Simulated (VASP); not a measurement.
# KI (Potassium Iodide) in VASP: a series of runs, part 2 of 2

VASP 6.6.1. Earlier steps stand in the parts before.

### 4 Atomic charges, PBE+TS

File INCAR:

```
SYSTEM = KI
ALGO     = Normal         ! electronic algorithm
EDIFF    = 1E-7           ! SCF threshold, eV
ENCUT    = 520            ! plane-wave cutoff, eV
GGA      = PE             ! functional
ISIF     = 2              ! what is computed and relaxed
ISMEAR   = 0              ! smearing method
IVDW     = 2              ! dispersion correction
LASPH    = .TRUE.         ! aspherical terms in the spheres
LCHARG   = .FALSE.        ! write CHGCAR
LORBIT   = 11             ! projections on sites
LREAL    = .FALSE.        ! projectors in reciprocal space
LWAVE    = .FALSE.        ! write WAVECAR
NELM     = 60             ! most SCF steps
PREC     = Accurate       ! precision mode
SIGMA    = 0.01           ! smearing width, eV
```

File KPOINTS:

```
k-points
0
G
  1 1 1
  0 0 0
```

File POSCAR:

```
KI
1.0
    9.0000000000      0.0000000000      0.0000000000
    0.0000000000      9.0000000000      0.0000000000
    0.0000000000      0.0000000000     13.0000000000
K I
1 1
Direct
    0.5014444400      0.5023333300      0.3853906200
    0.5014444400      0.5023333300      0.6198401500
```

Potentials or basis: VASP PAW PBE potentials, release 64 (K_sv, I).

The run is started by

```bash
$ cat potpaw_PBE.64/K_sv/POTCAR potpaw_PBE.64/I/POTCAR > POTCAR
$ mpirun -np 1 vasp_gam > vasp.out
```

OUTCAR:

```text
SYSTEM = KI
   EDIFF = 1E-7
   ENCUT = 520
   GGA = PE
   ISIF = 2
   ISMEAR = 0
   IVDW = 2
   LASPH = .TRUE.
   LORBIT = 11
   LREAL = .FALSE.
   NELM = 60
   PREC = Accurate
  IVDW =   2

 ion  position               nearest neighbor table
   1  0.501  0.502  0.385-   2 3.05
   2  0.501  0.502  0.620-   1 3.05

  LATTYP: Found a simple tetragonal cell.
 ALAT       =     9.0000000000
 C/A-ratio  =     1.4444444444

  Lattice vectors:

 A1 = (   9.0000000000,   0.0000000000,   0.0000000000)
 A2 = (   0.0000000000,   9.0000000000,   0.0000000000)
 A3 = (   0.0000000000,   0.0000000000,  13.0000000000)

Analysis of symmetry for initial positions (statically):
=====================================================================
 Subroutine PRICEL returns:
 Original cell was already a primitive cell.

 Routine SETGRP: Setting up the symmetry group for a
 simple tetragonal supercell.

 Subroutine GETGRP returns: Found  8 space group operations
 (whereof  1 operations were pure point group operations)
 out of a pool of 16 trial point group operations.

The static configuration has the point symmetry C_1 .
 The point group associated with its full space group is C_4v.

Analysis of symmetry for dynamics (positions and initial velocities):
=====================================================================
 Subroutine PRICEL returns:
 Original cell was already a primitive cell.

 Routine SETGRP: Setting up the symmetry group for a
 simple tetragonal supercell.

 Subroutine GETGRP returns: Found  8 space group operations
 (whereof  1 operations were pure point group operations)
 out of a pool of 16 trial point group operations.

The dynamic configuration has the point symmetry C_1 .
 The point group associated with its full space group is C_4v.

 Subroutine INISYM returns: Found  8 space group operations
 (whereof  1 operations are pure point group operations),
 and found     1 'primitive' translations

----------------------------------------------------------------------------------------

                                     Primitive cell

  volume of cell :    1053.0000

  direct lattice vectors                    reciprocal lattice vectors
     9.000000000  0.000000000  0.000000000     0.111111111  0.000000000  0.000000000
     0.000000000  9.000000000  0.000000000     0.000000000  0.111111111  0.000000000
     0.000000000  0.000000000 13.000000000     0.000000000  0.000000000  0.076923077

  length of vectors
     9.000000000  9.000000000 13.000000000     0.111111111  0.111111111  0.076923077

  position of ions in fractional coordinates (direct lattice)
     0.501444440  0.502333330  0.385390620
     0.501444440  0.502333330  0.619840150

  ion indices of the primitive-cell ions
   primitive index   ion index
                 1           1
                 2           2

----------------------------------------------------------------------------------------

 KPOINTS: k-points

Automatic generation of k-mesh.
 Grid dimensions read from file:
 generate k-points for:    1    1    1

 Generating k-lattice:

  Cartesian coordinates                     Fractional coordinates (reciprocal lattice)
     0.111111111  0.000000000  0.000000000     1.000000000  0.000000000  0.000000000
     0.000000000  0.111111111  0.000000000     0.000000000  1.000000000  0.000000000
     0.000000000  0.000000000  0.076923077     0.000000000  0.000000000  1.000000000

  Length of vectors
     0.111111111  0.111111111  0.076923077

  Shift w.r.t. Gamma in fractional coordinates (k-lattice)
     0.000000000  0.000000000  0.000000000

 Subroutine IBZKPT returns following result:
 ===========================================

 Found      1 irreducible k-points:

 Following reciprocal coordinates:
            Coordinates               Weight
  0.000000  0.000000  0.000000      1.000000
   k-points           NKPTS =      1   k-points in BZ     NKDIM =      1   number of bands    NBANDS=     12
   number of dos      NEDOS =    301   number of ions     NIONS =      2
   total plane-waves  NPLWV = 480200
   dimension x,y,z NGX =    70 NGY =   70 NGZ =   98
   dimension x,y,z NGXF=   140 NGYF=  140 NGZF=  196
   ions per type =               1   1
   NGX,Y,Z   is equivalent  to a cutoff of  12.93, 12.93, 12.53 a.u.
   NGXF,Y,Z  is equivalent  to a cutoff of  25.86, 25.86, 25.06 a.u.
 SYSTEM =  KI
   PREC   = accura    normal or accurate (medium, high low for compatibility)
   ISTART =      0    job   : 0-new  1-cont  2-samecut
   ICHARG =      2    charge: 1-file 2-atom 10-const
   ISPIN  =      1    spin polarized calculation?
   LNONCOLLINEAR =      F non collinear calculations
   LSORBIT =      F    spin-orbit coupling
   LASPH  =      T    aspherical Exc in radial PAW
   ENCUT  =  520.0 eV  38.22 Ry    6.18 a.u.  16.73 16.73 24.17*2*pi/ulx,y,z
   NELM   =     60;   NELMIN=  2; NELMDL= -5     # of ELM steps
   EDIFF  = 0.1E-06   stopping-criterion for ELM
   LREAL  =      F    real-space projection
   EDIFFG = 0.1E-05   stopping-criterion for IOM
   NSW    =      0    number of steps for IOM
   IBRION =     -1    ionic relax: 0-MD 1-quasi-New 2-CG
   NFREE  =      0    steps in history (QN), initial steepest desc. (CG)
   ISIF   =      2    stress and relaxation
   ISYM   =      2    0-nonsym 1-usesym 2-fastsym
   POTIM  = 0.5000    time-step for ionic-motion
   TEBEG  =    0.0;   TEEND  =   0.0 temperature during run
   PSTRESS=    0.0 pullay stress
   NELECT =      16.0000    total number of electrons
   NUPDOWN=      -1.0000    fix difference up-down
   EMIN   =  10.00;   EMAX   =-10.00  energy-range for DOS
   EFERMI =   0.00;   METHOD = LEGACY
   ISMEAR =     0;   SIGMA  =   0.01  broadening in eV -4-tet -1-fermi 0-gaus
   EFERMI_NEDOS =   21; number of points for ismear=-14 and -15
   IALGO  =     38    algorithm
   IMIX   =      4    mixing-type and parameters
     AMIX     =   0.40;   BMIX     =  1.00
     AMIX_MAG =   1.60;   BMIX_MAG =  1.00
  volume/ion in A,a.u.               =     526.50      3553.00
  Fermi-wavevector in a.u.,A,eV,Ry     =   0.405482  0.766251  2.237015  0.164416
  Thomas-Fermi vector in A             =   1.357813
   LORBIT       =     11    0 simple, 1 ext, 2 COOP (PROOUT), +10 PAW based schemes
   GGA     = PE    functional components
   LHFCALC =     F    Hartree Fock is set to
   AEXX    =    0.0000 exact exchange contribution
   IVDW    =     2    specifies the selected vdW correction
   LEPSILON=     F    determine dielectric tensor
   LRPA    =     F    only Hartree local field effects (RPA)
 non-spin polarized calculation
 Gauss-broadening in eV      SIGMA  =   0.01
  energy-cutoff  :      520.00
  volume of cell :     1053.00
 maximum number of plane-waves:     14183
 NGX is ok and might be reduce to    70
   NGX = 33   NGY = 33   NGZ = 49

 number of electron      16.0000000 magnetization

 Free energy of the ion-electron system (eV)
  ---------------------------------------------------
  ext. energy  EPLUGINS =         0.00000000
  ---------------------------------------------------
  free energy    TOTEN  =        -3.81850766 eV

  energy without entropy =       -3.81850766  energy(sigma->0) =       -3.81850766

 E-fermi :  -3.9851     XC(G=0):  -1.3115

 val. band max:       -4.0710487717   @ k =   0.0000   0.0000   0.0000
 cond. band min:      -1.6358626762   @ k =   0.0000   0.0000   0.0000
 fundamental gap:      2.4351860955
 Fermi energy:        -3.9851305139

 k-point     1 :       0.0000    0.0000    0.0000
  band No.  band energies     occupation
      1     -35.2553      2.00000
      2     -18.7719      2.00000
      3     -18.7719      2.00000
      4     -18.7010      2.00000
      5     -13.9956      2.00000
      6      -4.4198      2.00000
      7      -4.0710      2.00000
      8      -4.0710      2.00000
      9      -1.6359      0.00000
     10       0.1334      0.00000
     11       0.3363      0.00000
     12       0.3363      0.00000

------------------------ aborting loop because EDIFF is reached ----------------------------------------

  Hirshfeld charges:
            ion         q(e)
   ------------------------------
      1     K        0.57046478
      2     I       -0.57046478

  Tkatchenko/Scheffler method for vdW energy calculation

  Number of pair interactions contributing to vdW energy:    1472

  Edisp (eV):   -0.02171

  FORCE on cell =-STRESS in cart. coord.  units (eV):
  Direction    XX          YY          ZZ          XY          YZ          ZX
  --------------------------------------------------------------------------------------
  -------------------------------------------------------------------------------------
  Total       0.22968     0.22968    -0.20166     0.00000    -0.00000     0.00000
  in kB       0.34946     0.34946    -0.30683     0.00000    -0.00000     0.00000
  external pressure =        0.13 kB  Pullay stress =        0.00 kB

 VOLUME and BASIS-vectors are now :
 -----------------------------------------------------------------------------
  energy-cutoff  :      520.00
  volume of cell :     1053.00
      direct lattice vectors                 reciprocal lattice vectors
     9.000000000  0.000000000  0.000000000     0.111111111  0.000000000  0.000000000
     0.000000000  9.000000000  0.000000000     0.000000000  0.111111111  0.000000000
     0.000000000  0.000000000 13.000000000     0.000000000  0.000000000  0.076923077

 POSITION                                       TOTAL-FORCE (eV/Angst)
 -----------------------------------------------------------------------------------
      4.51300      4.52100      5.01008         0.000000     -0.000000     -0.076271
      4.51300      4.52100      8.05792         0.000000      0.000000      0.076271
 -----------------------------------------------------------------------------------
    total drift:                                0.000004      0.000004     -0.000046

  FREE ENERGIE OF THE ION-ELECTRON SYSTEM (eV)
  ---------------------------------------------------
  free  energy   TOTEN  =        -3.8402221521 eV

  energy  without entropy=       -3.8402221521  energy(sigma->0) =       -3.84022215

 total charge

# of ion       s       p       d       tot
------------------------------------------
    1        1.963   5.563   0.032   7.558
    2        1.497   2.819   0.002   4.317
--------------------------------------------------
tot          3.460   8.382   0.033  11.875
```

Run time: 84 s. Hardware: 1 thread of Intel Xeon Platinum 8488C (Sapphire Rapids), shared host; peak memory 0.83 GiB.

Results:

```
Free energy                                           : -3.8402 eV
Largest force                                         : 0.076 eV/Å
Gap between the frontier levels                       : 2.44 eV
Valence electrons inside the program's atomic spheres : K 7.56; I 4.32
Hirshfeld charges                                     : K +0.57; I -0.57 e
Dispersion energy per atom                            : -0.011 eV
```

Forces on the atoms (eV/Å):
```
K    0.000  0.000 -0.076
I    0.000  0.000  0.076
```

Caveat: spin-orbit coupling is left out, which moves the levels of the heavy elements. Expect the measured gap to be larger: semilocal functionals such as PBE lack the derivative discontinuity.

### 5 Electron localisation function, PBE

File INCAR:

```
SYSTEM = KI
ALGO = Normal
EDIFF = 1E-7
ENCUT = 520
GGA = PE
ISIF = 2
ISMEAR = 0
LASPH = .TRUE.
LCHARG = .TRUE.
LELF = .TRUE.
LREAL = .FALSE.
LWAVE = .FALSE.
NELM = 60
PREC = Accurate
SIGMA = 0.01
```

KPOINTS is that of step 4.

POSCAR is that of step 4.

The run is started by

```bash
$ cat potpaw_PBE.64/K_sv/POTCAR potpaw_PBE.64/I/POTCAR > POTCAR
$ mpirun -np 1 vasp_gam > vasp.out
```

Wall time 83 s (1 thread of Intel Xeon Platinum 8488C (Sapphire Rapids), shared host); peak memory 0.87 GiB.

The run converged. Its results:

```yaml
Free_energy: -3.8185 eV
Largest_force: 0.024 eV/Å
Gap_between_the_frontier_levels: 2.44 eV
```

Forces on the atoms (eV/Å):
```
K    0.000  0.000 -0.024
I    0.000  0.000  0.024
```

Levels at points of the mesh, in eV from the valence-band top:
```csv
k point,band 6,band 7,band 8,band 9,band 10,band 11
"(0.00, 0.00, 0.00)",-0.35,0.00,0.00,2.44,4.20,4.41
```

Caveat: spin-orbit coupling is left out, which moves the levels of the heavy elements.

### 6 The reference run

An earlier run on the cell as given: functional PBE; potentials or basis VASP PAW PBE potentials, release 64 (K_sv, I); cutoff 520 eV; k mesh 1 × 1 × 1; occupations gaussian, width 0.01 eV; no spin polarisation.

- Largest force: 0.024 eV/Å
- Gap between the frontier levels: 2.43 eV

### 7 Summary

| task | level | cell | gap on the mesh (eV) | largest force (eV/Å) |
| --- | --- | --- | --- | --- |
| single point | PBE | atoms moved at random, drawn with an rms of 0.05 Å | 2.42 | - |
| relaxation of the atoms | PBE | atoms relaxed from: atoms moved at random, drawn with an rms of 0.02 Å | 2.44 | - |
| atomic charges | PBE+TS | as given | 2.44 | 0.08 |
| electron localisation function | PBE | as given | 2.44 | 0.02 |
| single point | PBE | as given | 2.43 | 0.02 |

Alike in all rows: potentials or basis VASP PAW PBE potentials, release 64 (K_sv, I); no spin polarisation; k mesh 1 × 1 × 1; cutoff (eV) 520; smearing gaussian 0.01 eV.

On the cell as given the gap runs from 2.43 eV (PBE) to 2.44 eV (PBE+TS).

Caveats: spin-orbit coupling is left out, which moves the levels of the heavy elements.

Total energies depend on the potentials used, so only differences within one code and one set of settings carry meaning.
